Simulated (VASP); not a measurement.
Level of theory: PBE0 hybrid, VASP's PBE PAW potentials (set 64) (plane waves; VASP 6.6.1).

The input files of a VASP run:

### KPOINTS
```
K-points
0
G
4 4 4
0 0 0
```

**INCAR**
```
SYSTEM = BaF2
PREC = Accurate
ENCUT = 400
EDIFF = 1E-6
NELM = 100
ALGO = Normal
LREAL = .FALSE.
LASPH = .TRUE.
ISMEAR = 0
SIGMA = 0.01
GGA = PE
AEXX = 0.25
HFRCUT = -1
LHFCALC = .TRUE.
PRECFOCK = Fast
ISYM = 3
LMAXMIX = 4
LWAVE = .FALSE.
LCHARG = .FALSE.
ISIF = 2
```

POSCAR:
```
BaF2
1.0
  0.0000000000   3.0646160000   3.0646160000
  3.0646160000   0.0000000000   3.0646160000
  3.0646160000   3.0646160000   0.0000000000
Ba F
1 2
Direct
  0.0000000000   0.0000000000   0.0000000000
  0.2500000000   0.2500000000   0.2500000000
  0.7500000000   0.7500000000   0.7500000000
```

POTCAR, in this order: Ba_sv F (PBE.64 set). Program: vasp_std.

The run wrote:

**OSZICAR**
```
       N       E                     dE             d eps       ncg     rms          rms(c)
DAV:   1    -0.125136132747E+04   -0.12514E+04   -0.11767E+04   256   0.114E+03
DAV:   2    -0.139985858457E+04   -0.14850E+03   -0.14598E+03   328   0.267E+02
DAV:   3    -0.140491242744E+04   -0.50538E+01   -0.50486E+01   344   0.577E+01
DAV:   4    -0.140500538009E+04   -0.92953E-01   -0.92934E-01   304   0.642E+00
DAV:   5    -0.233468024900E+02    0.13817E+04   -0.34501E+00   296   0.182E+01    0.911E+00
DAV:   6    -0.209345061595E+02    0.24123E+01   -0.83429E+00   256   0.276E+01    0.448E+00
DAV:   7    -0.211604631429E+02   -0.22596E+00   -0.17119E+00   288   0.990E+00    0.355E+00
DAV:   8    -0.211238674354E+02    0.36596E-01   -0.69603E-02   320   0.259E+00    0.181E+00
DAV:   9    -0.211173728103E+02    0.64946E-02   -0.51105E-02   264   0.209E+00    0.835E-01
DAV:  10    -0.211213506302E+02   -0.39778E-02   -0.32564E-03   264   0.628E-01    0.499E-01
DAV:  11    -0.211242296075E+02   -0.28790E-02   -0.17208E-03   264   0.365E-01    0.326E-01
DAV:  12    -0.211265904983E+02   -0.23609E-02   -0.91422E-04   272   0.252E-01    0.209E-01
DAV:  13    -0.211280386834E+02   -0.14482E-02   -0.29298E-04   264   0.145E-01    0.129E-01
DAV:  14    -0.211288462972E+02   -0.80761E-03   -0.13716E-04   272   0.983E-02    0.793E-02
DAV:  15    -0.211292816617E+02   -0.43536E-03   -0.73228E-05   264   0.671E-02    0.504E-02
DAV:  16    -0.211295117577E+02   -0.23010E-03   -0.40747E-05   256   0.469E-02    0.327E-02
DAV:  17    -0.211296318445E+02   -0.12009E-03   -0.22424E-05   256   0.339E-02    0.215E-02
DAV:  18    -0.211296937228E+02   -0.61878E-04   -0.12011E-05   248   0.247E-02    0.142E-02
DAV:  19    -0.211297252263E+02   -0.31503E-04   -0.62849E-06   240   0.180E-02    0.940E-03
DAV:  20    -0.211297411241E+02   -0.15898E-04   -0.32263E-06   232   0.130E-02    0.629E-03
DAV:  21    -0.211297490872E+02   -0.79631E-05   -0.16268E-06   232   0.930E-03    0.425E-03
DAV:  22    -0.211297530595E+02   -0.39722E-05   -0.80460E-07   240   0.651E-03    0.288E-03
DAV:  23    -0.211297550299E+02   -0.19705E-05   -0.39072E-07   208   0.460E-03    0.196E-03
DAV:  24    -0.211297560061E+02   -0.97623E-06   -0.20573E-07   208   0.345E-03
   1 F= -.21129756E+02 E0= -.21129756E+02  d E =-.185046E-20
```

### OUTCAR
```
------------------------ aborting loop because EDIFF is reached ----------------------------------------
  FORCE on cell =-STRESS in cart. coord.  units (eV):
  Direction    XX          YY          ZZ          XY          YZ          ZX
  --------------------------------------------------------------------------------------
  Total       -0.8406940     -0.8406940     -0.8406940      0.0000000     -0.0000000      0.0000000
  in kB      -23.3986240    -23.3986240    -23.3986240      0.0000000     -0.0000000      0.0000000
  external PRESSURE =     -23.3986240 kB  Pullay stress =       0.0000000 kB
  volume of cell :       57.56
      direct lattice vectors                 reciprocal lattice vectors
     0.000000000  3.064616000  3.064616000    -0.163152578  0.163152578  0.163152578
     3.064616000  0.000000000  3.064616000     0.163152578 -0.163152578  0.163152578
     3.064616000  3.064616000  0.000000000     0.163152578  0.163152578 -0.163152578
 POSITION                                       TOTAL-FORCE (eV/Angst)
 -----------------------------------------------------------------------------------
      0.00000      0.00000      0.00000        -0.000000      0.000000      0.000000
      1.53231      1.53231      1.53231        -0.000000     -0.000000     -0.000000
      4.59692      4.59692      4.59692         0.000000      0.000000      0.000000
 -----------------------------------------------------------------------------------
    total drift:                               -0.000000     -0.000000     -0.000000
  FREE ENERGIE OF THE ION-ELECTRON SYSTEM (eV)
  ---------------------------------------------------
  free  energy   TOTEN  =       -21.1297560061 eV

  energy  without entropy=      -21.1297560061  energy(sigma->0) =      -21.12975601

  exchange ACFDT corr.  =         0.00000000  see jH, gK, PRB 81, 115126
```
(Selected blocks of OUTCAR.)

At this cut-off the stress carries a Pulay error, which pulls relaxed volumes low.

The structure comes from a computed database's BaF2 entry; how it stands against other phases isn't given here. The cell was not relaxed at this level. The k-mesh is coarse (spacing up to 0.44 per Å, 2π included), so the numbers may not be converged in it. The run is one of a series of settings (KPOINTS 4×4×4 Γ-centred mesh against the base run), some of them coarse on purpose.
